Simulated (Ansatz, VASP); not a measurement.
Given: the input of a run of Ansatz 0.2.0 on WC (Qusongite). 

File input.yaml:

```yaml
crystal:
  lattice:
    - [2.9065, 0.0, 0.0]
    - [-1.45325, 2.5171028361, 0.0]
    - [0.0, 0.0, 2.8366]
  atoms:
    - { symbol: W, position: [0.0, 0.0, 0.0] }
    - { symbol: C, position: [0.6666666667, 0.3333333333, 0.5] }
hamiltonian:
  xc: pbe
  pseudopotentials: { kind: paw }
kpoints:
  mp_grid: { grid: [10, 10, 9] }
scf:
  occupations: { method: gaussian, width: 0.016 }
output:
  forces: true
  stress: true
  eigenvalues: true
```

Potentials or basis: Ansatz PAW.

Command:

```console
$ ansatz run input.yaml --threads 2 --pin off --max-ram 5632MiB --backend cpu --events-out ev --progress --plain --runs-dir out
```

Set up the same calculation for VASP 6.6.1. Potentials or basis there: PBE PAW files C, W_sv, 520 eV.

As run (cutoffs and basis follow the program's own potentials, and thresholds, step limits or extra output files can differ):

File INCAR:

```
PREC     = Accurate       # precision mode
ENCUT    = 520            # plane-wave cutoff, eV
EDIFF    = 1E-6           # SCF threshold, eV
ISMEAR   = 0              # smearing method
SIGMA    = 0.016          # smearing width, eV
LREAL    = False          # projectors in reciprocal space
LASPH    = True           # aspherical terms in the spheres
NELM     = 80             # most SCF steps
ALGO     = Fast           # electronic algorithm
ISIF     = 2              # what is computed and relaxed
LWAVE    = False          # write WAVECAR
LCHARG   = False          # write CHGCAR
GGA      = PE             # functional
```

Contents of KPOINTS:

```
Automatic mesh
0
Gamma
  10 10 9
```

The input POSCAR:

```
WC
1.0
    2.9065000000      0.0000000000      0.0000000000
   -1.4532500000      2.5171028361      0.0000000000
    0.0000000000      0.0000000000      2.8366000000
W C
1 1
Direct
    0.0000000000      0.0000000000      0.0000000000
    0.6666666667      0.3333333333      0.5000000000
```

Potentials or basis: VASP PAW PBE potentials, release 64 (W_sv, C).

The run is started by

```console
$ cat potpaw_PBE.64/W_sv/POTCAR potpaw_PBE.64/C/POTCAR > POTCAR
$ mpirun -np 1 vasp_std > vasp.out
```

Both were run:

|  | Ansatz | VASP |
| --- | --- | --- |
| Pressure | 5.6 GPa | 6.7 GPa |

Ansatz's pressure holds a Pulay term of +0.31 GPa for its cutoff of 420 eV, which the other run lacks.

Where Ansatz's input types no cutoff or centring, it takes its own default and a Γ-centred mesh.

Pressure is positive in compression.
